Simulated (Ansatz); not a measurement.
# Converging zone-centre phonons against the mesh: InN (F-43m, 2 atoms in the cell)

```
InN
1.0
    0.00000     2.47755     2.47755
    2.47755     0.00000     2.47755
    2.47755     2.47755     0.00000
In N
1 1
Direct
  0.00000   0.00000   0.00000
  0.25000   0.25000   0.25000
```

Method: LDA (PW92), default PAW files made with PBE (plane waves; Ansatz, an electronic-structure program).

Base settings: basis.ecutwfc = 420 eV; kpoints.mp_grid.grid = 9 9 9; hamiltonian.xc = lda; hamiltonian.pseudopotentials = {kind: paw} (the program's default PAW files); scf.occupations.method = fermi_dirac; scf.occupations.width = 0.02 eV.

In this ladder: phonons.method = dfpt.

Frequencies are those of the unrelaxed cell, without the LO-TO term of polar crystals.

Only quantities that move along the ladder and can be compared are tabulated.

Core times come from one kind of shared machine, to one figure; runs under 30 s give none.

The starting cell has typed, rounded lattice constants, without a prior relaxation at this level. Its lattice was rescaled by up to half a per cent. The run gives no clean gap (levels at the Fermi energy touch, overlap or are partly filled at this smearing), which alone does not show that the compound is a metal.

Steps (kpoints.mp_grid.grid): 3 3 3; 4 4 4; 5 5 5; 6 6 6; 7 7 7; 11 11 11; 14 14 14; 17 17 17; 21 21 21; 26 26 26.

Question: What is the coarsest kpoints.mp_grid.grid that holds the highest zone-centre frequency within 1 cm⁻¹ of the last step, with all finer ones?

Answer: 11 11 11; the step before is off by 1.3 cm⁻¹.

| kpoints.mp_grid.grid | highest zone-centre frequency (cm⁻¹) | core time / last (rough) |
|---|---|---|
| 3 3 3 | 452.2 | – |
| 4 4 4 | 455.6 | – |
| 5 5 5 | 457.7 | – |
| 6 6 6 | 458.9 | – |
| 7 7 7 | 459.6 | – |
| 11 11 11 | 460.6 | – |
| 14 14 14 | 460.8 | – |
| 17 17 17 | 460.9 | 0.3 |
| 21 21 21 | 460.9 | 0.5 |
| 26 26 26 | 460.9 | 1 |

Keys are those of Ansatz 0.2.
